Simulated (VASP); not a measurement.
# ScAlN2 (I4_1/amd) in VASP: further runs

Runs on ScAlN2. Level: PBE. Tasks: single point.

Program: VASP 6.6.1. These are calculated values, not measurements. Logs are shortened: lines on timing, memory, paths and dates and some standing lists are left out, and cuts for length are marked.

## Step 1: The structure

It takes space group I4_1/amd (No. 141, tetragonal). Conventional cell: a = 4.399 Å, b = 4.399 Å, c = 8.397 Å, α = 90.00°, β = 90.00°, γ = 90.00°. Sc (site symmetry -4m2) has 6 N at 2.20 Å as nearest neighbours. Al (site symmetry -4m2) is surrounded by 6 N at 1.99 to 2.20 Å. N (site symmetry 2mm) has 3 Al at 1.99 to 2.20 Å and 3 Sc at 2.20 Å as nearest neighbours.

The cell comes from a database or a generator and needn't be the stable form of this composition.

## Step 2: Single point, PBE

The input, INCAR:

```
PREC     = Accurate       # precision mode
ENCUT    = 520            # plane-wave cutoff, eV
EDIFF    = 1E-7           # SCF threshold, eV
ISMEAR   = 0              # smearing method
SIGMA    = 0.05           # smearing width, eV
LREAL    = False          # projectors in reciprocal space
LASPH    = True           # aspherical terms in the spheres
NELM     = 100            # most SCF steps
ALGO     = Normal         # electronic algorithm
ISIF     = 2              # what is computed and relaxed
LWAVE    = False          # write WAVECAR
LCHARG   = False          # write CHGCAR
GGA      = PE             # functional
ADDGRID  = False
```

The input, KPOINTS:

```
regular mesh
0
Gamma
  2 2 2
```

The input, POSCAR:

```
ScAlN2
1.0
   -2.1994840000      2.1994840000      4.1986215000
    2.1994840000     -2.1994840000      4.1986215000
    2.1994840000      2.1994840000     -4.1986215000
Sc Al N
2 2 4
Direct
    0.0000000000      0.0000000000      0.0000000000
    0.7500000000      0.2500000000      0.5000000000
    0.5000000000      0.5000000000      0.0000000000
    0.2500000000      0.7500000000      0.5000000000
    0.7375140000      0.7375140000      0.0000000000
    0.0124860000      0.5124860000      0.5000000000
    0.2624860000      0.2624860000      0.0000000000
    0.4875140000      0.9875140000      0.5000000000
```

Potentials or basis: VASP PAW PBE potentials, release 64 (Sc_sv, Al, N).

Started as:

```bash
$ cat potpaw_PBE.64/Sc_sv/POTCAR potpaw_PBE.64/Al/POTCAR potpaw_PBE.64/N/POTCAR > POTCAR
$ mpirun -np 1 vasp_std > vasp.out
```

OUTCAR:

```text
PREC = Accurate
   ENCUT = 520
   EDIFF = 1E-7
   ISMEAR = 0
   LREAL = False
   LASPH = True
   NELM = 100
   ISIF = 2
   GGA = PE

 Found      4 irreducible k-points:

 Following reciprocal coordinates:
            Coordinates               Weight
  0.000000  0.000000  0.000000      1.000000
  0.500000  0.000000  0.000000      4.000000
  0.500000  0.500000  0.000000      2.000000
  0.500000  0.500000  0.500000      1.000000
   k-points           NKPTS =      4   k-points in BZ     NKDIM =      4   number of bands    NBANDS=     29
   number of dos      NEDOS =    301   number of ions     NIONS =      8
   total plane-waves  NPLWV =  64000
   dimension x,y,z NGX =    40 NGY =   40 NGZ =   40
   dimension x,y,z NGXF=    80 NGYF=   80 NGZF=   80
   ions per type =               2   2   4
   NGX,Y,Z   is equivalent  to a cutoff of  12.73, 12.73, 12.73 a.u.
   NGXF,Y,Z  is equivalent  to a cutoff of  25.45, 25.45, 25.45 a.u.
 SYSTEM =  unknown system
   PREC   = accura    normal or accurate (medium, high low for compatibility)
   ISTART =      0    job   : 0-new  1-cont  2-samecut
   ICHARG =      2    charge: 1-file 2-atom 10-const
   ISPIN  =      1    spin polarized calculation?
   LNONCOLLINEAR =      F non collinear calculations
   LSORBIT =      F    spin-orbit coupling
   LASPH  =      T    aspherical Exc in radial PAW
   ENCUT  =  520.0 eV  38.22 Ry    6.18 a.u.   9.72  9.72  9.72*2*pi/ulx,y,z
   NELM   =    100;   NELMIN=  2; NELMDL= -5     # of ELM steps
   EDIFF  = 0.1E-06   stopping-criterion for ELM
   LREAL  =      F    real-space projection
   EDIFFG = 0.1E-05   stopping-criterion for IOM
   NSW    =      0    number of steps for IOM
   IBRION =     -1    ionic relax: 0-MD 1-quasi-New 2-CG
   NFREE  =      0    steps in history (QN), initial steepest desc. (CG)
   ISIF   =      2    stress and relaxation
   ISYM   =      2    0-nonsym 1-usesym 2-fastsym
   POTIM  = 0.5000    time-step for ionic-motion
   TEBEG  =    0.0;   TEEND  =   0.0 temperature during run
   PSTRESS=    0.0 pullay stress
   NELECT =      48.0000    total number of electrons
   NUPDOWN=      -1.0000    fix difference up-down
   EMIN   =  10.00;   EMAX   =-10.00  energy-range for DOS
   EFERMI =   0.00;   METHOD = LEGACY
   ISMEAR =     0;   SIGMA  =   0.05  broadening in eV -4-tet -1-fermi 0-gaus
   EFERMI_NEDOS =   21; number of points for ismear=-14 and -15
   IALGO  =     38    algorithm
   IMIX   =      4    mixing-type and parameters
     AMIX     =   0.40;   BMIX     =  1.00
     AMIX_MAG =   1.60;   BMIX_MAG =  1.00
  volume/ion in A,a.u.               =      10.16        68.54
  Fermi-wavevector in a.u.,A,eV,Ry     =   1.373681  2.595880 25.674176  1.886999
  Thomas-Fermi vector in A             =   2.499176
   LORBIT       =      0    0 simple, 1 ext, 2 COOP (PROOUT), +10 PAW based schemes
   GGA     = PE    functional components
   LHFCALC =     F    Hartree Fock is set to
   AEXX    =    0.0000 exact exchange contribution
   IVDW    =     0    specifies the selected vdW correction
   LEPSILON=     F    determine dielectric tensor
   LRPA    =     F    only Hartree local field effects (RPA)
 non-spin polarized calculation
 Gauss-broadening in eV      SIGMA  =   0.05
  energy-cutoff  :      520.00
  volume of cell :       81.25
 maximum number of plane-waves:      2224
 NGX is ok and might be reduce to    40
   NGX = 19   NGY = 19   NGZ = 19

 number of electron      48.0000001 magnetization

 Free energy of the ion-electron system (eV)
  ---------------------------------------------------
  ext. energy  EPLUGINS =         0.00000000
  ---------------------------------------------------
  free energy    TOTEN  =       -64.27665555 eV

  energy without entropy =      -64.27665555  energy(sigma->0) =      -64.27665555

 E-fermi :   7.5609     XC(G=0): -11.9248

 val. band max:        7.3317882804   @ k =   0.0000   0.0000   0.0000
 cond. band min:       8.1531921394   @ k =   0.5000   0.5000   0.5000
 fundamental gap:      0.8214038590
 Fermi energy:         7.5609359322

 k-point     1 :       0.0000    0.0000    0.0000
  band No.  band energies     occupation
      1     -41.0758      2.00000
      2     -40.9706      2.00000
      3     -19.9505      2.00000
      4     -19.8226      2.00000
      5     -19.8226      2.00000
      6     -19.6665      2.00000
      7     -19.6665      2.00000
      8     -19.5867      2.00000
      9      -8.2255      2.00000
     10      -5.7870      2.00000
     11      -5.6668      2.00000
     12      -5.5661      2.00000
     13       2.5801      2.00000
     14       2.7174      2.00000
     15       2.7174      2.00000
     16       3.2694      2.00000
     17       3.3030      2.00000
     18       3.3030      2.00000
     19       4.0955      2.00000
     20       6.1055      2.00000
     21       6.1055      2.00000
     22       6.8885      2.00000
     23       7.3318      2.00000
     24       7.3318      2.00000
     25       8.2465      0.00000
     26      10.0190      0.00000
     27      10.0190      0.00000
     28      10.9765      0.00000
     29      11.0555      0.00000

 k-point     2 :       0.5000    0.0000    0.0000
  band No.  band energies     occupation
      1     -41.0489      2.00000
      2     -40.9964      2.00000
      3     -19.9693      2.00000
      4     -19.9234      2.00000
      5     -19.8480      2.00000
      6     -19.6453      2.00000
      7     -19.6370      2.00000
      8     -19.5758      2.00000
      9      -6.7933      2.00000
     10      -6.6372      2.00000
     11      -6.0533      2.00000
     12      -5.1072      2.00000
     13       1.8399      2.00000
     14       2.2321      2.00000
     15       2.5464      2.00000
     16       2.8395      2.00000
     17       3.2139      2.00000
     18       4.0485      2.00000
     19       4.4429      2.00000
     20       4.7719      2.00000
     21       5.6527      2.00000
     22       5.9874      2.00000
     23       6.1859      2.00000
     24       6.3278      2.00000
     25       9.5068      0.00000
     26      11.0416      0.00000
     27      11.1526      0.00000
     28      11.6576      0.00000
     29      11.7399      0.00000

 k-point     3 :       0.5000    0.5000    0.0000
  band No.  band energies     occupation
      1     -41.0220      2.00000
      2     -41.0220      2.00000
      3     -19.9932      2.00000
      4     -19.9932      2.00000
      5     -19.7876      2.00000
      6     -19.7876      2.00000
      7     -19.5543      2.00000
      8     -19.5543      2.00000
      9      -6.1142      2.00000
     10      -6.1142      2.00000
     11      -5.6832      2.00000
     12      -5.6832      2.00000
     13       0.3458      2.00000
     14       0.3458      2.00000
     15       3.1546      2.00000
     16       3.1546      2.00000
     17       4.1558      2.00000
     18       4.1558      2.00000
     19       4.4834      2.00000
     20       4.4834      2.00000
     21       5.2974      2.00000
     22       5.2974      2.00000
     23       6.0023      2.00000
     24       6.0023      2.00000
     25      11.5023      0.00000
     26      11.5023      0.00000
     27      11.6333      0.00000
     28      11.6333      0.00000
     29      12.0646      0.00000

 k-point     4 :       0.5000    0.5000    0.5000
  band No.  band energies     occupation
      1     -41.0234      2.00000
      2     -41.0234      2.00000
      3     -19.8781      2.00000
      4     -19.8781      2.00000
      5     -19.7772      2.00000
      6     -19.7772      2.00000
      7     -19.6106      2.00000
      8     -19.6106      2.00000
      9      -7.0475      2.00000
     10      -7.0475      2.00000
     11      -5.7309      2.00000
     12      -5.7309      2.00000
     13       1.9767      2.00000
     14       1.9767      2.00000
     15       3.2569      2.00000
     16       3.2569      2.00000
     17       5.2096      2.00000
     18       5.2096      2.00000
     19       5.3334      2.00000
     20       5.3334      2.00000
     21       6.3741      2.00000
     22       6.3741      2.00000
     23       6.4572      2.00000
     24       6.4572      2.00000
     25       8.1532      0.00000
     26       8.1532      0.00000
     27       9.4637      0.00000
     28       9.4637      0.00000
     29      11.3472      0.00000

------------------------ aborting loop because EDIFF is reached ----------------------------------------

  FORCE on cell =-STRESS in cart. coord.  units (eV):
  Direction    XX          YY          ZZ          XY          YZ          ZX
  --------------------------------------------------------------------------------------
  -------------------------------------------------------------------------------------
  Total        1.2398079      1.2398079     -0.2466867      0.0000000     -0.0000000      0.0000000
  in kB       24.4487495     24.4487495     -4.8646094      0.0000000     -0.0000000      0.0000000
  external PRESSURE =      14.6776298 kB  Pullay stress =       0.0000000 kB

 VOLUME and BASIS-vectors are now :
 -----------------------------------------------------------------------------
  energy-cutoff  :      520.00
  volume of cell :       81.25
      direct lattice vectors                 reciprocal lattice vectors
    -2.199484000  2.199484000  4.198621500     0.000000000  0.227326046  0.119086705
     2.199484000 -2.199484000  4.198621500     0.227326046  0.000000000  0.119086705
     2.199484000  2.199484000 -4.198621500     0.227326046  0.227326046  0.000000000

 POSITION                                       TOTAL-FORCE (eV/Angst)
 -----------------------------------------------------------------------------------
      0.00000      0.00000      0.00000         0.000000      0.000000     -0.000000
      0.00000      2.19948      2.09931         0.000000      0.000000     -0.000000
      0.00000      0.00000      4.19862         0.000000      0.000000     -0.000000
      2.19948      0.00000      2.09931         0.000000      0.000000     -0.000000
      0.00000      0.00000      6.19308        -0.000000      0.000000     -0.103313
      2.19948      0.00000      0.10485         0.000000     -0.000000      0.103313
      0.00000      0.00000      2.20416        -0.000000      0.000000      0.103313
      2.19948      0.00000      4.09377         0.000000     -0.000000     -0.103313
 -----------------------------------------------------------------------------------
    total drift:                               -0.000000      0.000000     -0.000000

  FREE ENERGIE OF THE ION-ELECTRON SYSTEM (eV)
  ---------------------------------------------------
  free  energy   TOTEN  =       -64.2766555519 eV

  energy  without entropy=      -64.2766555519  energy(sigma->0) =      -64.27665555
```

Run time: 22 s. Hardware: 1 thread of AMD EPYC 7R13 (Zen 3), shared host; peak memory 0.2 GiB.

The run converged, but some of its settings lie outside the range that counts as converged, so its numbers aren't taken as properties of the crystal.

Results:

| Quantity | Value |
| --- | --- |
| Free energy | -64.2767 eV |
| Pressure | 1.5 GPa |
| Largest force | 0.103 eV/Å |
| Band gap on the k mesh | 0.82 eV, indirect (least direct gap 0.91 eV) |

Caveat: the k mesh is coarse (spacing up to 1.01 Å⁻¹), so the values aren't converged.

## Step 3: Single point, PBE

INCAR: that of step 2 with these lines changed.

```diff
@@ -1,3 +1,3 @@
 PREC     = Accurate       # precision mode
-ENCUT    = 520            # plane-wave cutoff, eV
+ENCUT    = 650            # plane-wave cutoff, eV
 EDIFF    = 1E-7           # SCF threshold, eV
```

KPOINTS is that of step 2.

POSCAR is that of step 2.

Potentials or basis: VASP PAW PBE potentials, release 64 (Sc_sv, Al, N).

Started as:

```bash
$ cat potpaw_PBE.64/Sc_sv/POTCAR potpaw_PBE.64/Al/POTCAR potpaw_PBE.64/N/POTCAR > POTCAR
$ mpirun -np 1 vasp_std > vasp.out
```

It took 45 s on 1 thread of AMD EPYC 7R13 (Zen 3), shared host; peak memory 0.28 GiB.

The run converged, but some of its settings lie outside the range that counts as converged, so its numbers aren't taken as properties of the crystal.

What came out:

| Property | Result |
| --- | --- |
| Free energy | -64.2907 eV |
| Pressure | 1.3 GPa |
| Largest force | 0.103 eV/Å |
| Band gap on the k mesh | 0.82 eV, indirect (least direct gap 0.91 eV) |

Caveat: the k mesh is coarse (spacing up to 1.01 Å⁻¹), so the values aren't converged.

## Step 4: For comparison

An earlier run on the cell as given: functional PBE; potentials or basis VASP PAW PBE potentials, release 64 (Sc_sv, Al, N); cutoff 520 eV; k mesh 9 × 9 × 9; occupations fermi-dirac, width 0.05 eV; no spin polarisation.

* Pressure: 0.0 GPa
* Band gap on the k mesh: 1.00 eV, indirect (least direct gap 1.05 eV)
